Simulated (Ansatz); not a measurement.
## Co under changes of volume

One of the cells (10.640 Å³/atom); the others are scaled copies at fixed shape and fractional positions:

```xyz
2
Lattice="2.4720 0.0000 0.0000 -1.2360 2.1408 0.0000 0.0000 0.0000 4.0211" Properties=species:S:1:pos:R:3 pbc="T T T"
Co    1.2360    0.7136    3.0159
Co    0.0000    1.4272    1.0053
```

| Item | Value |
| --- | --- |
| Program | Ansatz 0.2.0 |
| Functional | HSE06 |
| Potentials or basis | Ansatz PAW |
| Cutoff | 420 eV (not typed: the program's choice for these potentials) |
| k mesh | 8 × 8 × 4 |
| Occupations | fermi-dirac, width 0.05 eV |
| Spin | collinear spin, ferromagnetic start |
| Starting moments | [2.0, 2.0] μB |

| volume (Å³/atom) | energy over the lowest point (meV/atom) | pressure (GPa) | moment (μB per cell) |
| --- | --- | --- | --- |
| 10.002 | 54.91 | 17.5 | 3.56 |
| 10.215 | 35.80 | 11.2 | 3.56 |
| 10.427 | 24.77 | 5.7 | 3.57 |
| 10.640 | ? | ? | ? |
| 10.853 | 15.16 | -0.2 | 3.73 |
| 11.066 | 18.07 | -3.7 | 3.77 |
| 11.279 | 0.00 | 3.7 | 4.23 |

Problem. What does the run at 10.640 Å³/atom give?

Solution. Energy over the lowest point 20.61 meV/atom; pressure 1.3 GPa; moment 3.61 μB per cell.

The energies don't lie on one smooth curve, so no fit is given. The run at 11.279 Å³/atom lies farthest off; its moment of 4.23 μB against 3.56 to 3.77 μB shows that it ended in another magnetic state.

Energies are extrapolated to zero smearing.

Caveats: all runs use coarse meshes; the magnetic or orbital state may not be the lowest; the PAW data sets come from PBE, with cores solved anew for the run's functional, which leaves a small shift of forces and pressure; the thresholds are loose for stress.
